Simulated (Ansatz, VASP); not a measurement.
# ScAl2: VASP beside Ansatz

```
Sc Al
1.0
     0.00000    3.91394    3.91394
     3.91394    0.00000    3.91394
     3.76830    3.76830    0.14564
Sc Al
2 4
Direct
  0.49929 0.49929 0.50212
  0.75071 0.75071 0.74788
  0.12500 0.12500 0.12500
  0.62500 0.12500 0.12500
  0.12500 0.62500 0.12500
  0.12500 0.12500 0.62500
```

Change from the starting cell: biaxial strain in the a-b plane, c and atoms relaxed: +4.0 %.

Alike in both runs: functional PBEsol; k mesh 8 × 8 × 8; occupations gaussian, width 0.1 eV; no spin polarisation.

Ansatz relaxed the structure, and its values are those at the end. VASP's run is a single point on that final structure, the one shown.

|  | VASP | Ansatz |
| --- | --- | --- |
| version | VASP 6.6.1 | Ansatz 0.2.0 |
| potentials or method | VASP PAW PBE potentials, release 64 (Sc_sv, Al) | scalar-relativistic, plane waves, PAW |
| plane-wave cutoff (eV) | 520 | 420 |
| valence electrons in the cell | 34 | 34 |

VASP gave:

| Quantity | Value |
| --- | --- |
| gap on the k mesh at the Fermi level (eV) | none |
| pressure (GPa) | -4.5 |

**Question.** What did Ansatz give for the same quantities?

**Answer.** gap on the k mesh at the Fermi level (eV): none; pressure (GPa): -4.6.

A gap of «none» marks a metal or a gap that the smearing closes.

Caveats: the PAW data sets were made with another functional, which shifts forces and pressure a little (VASP).
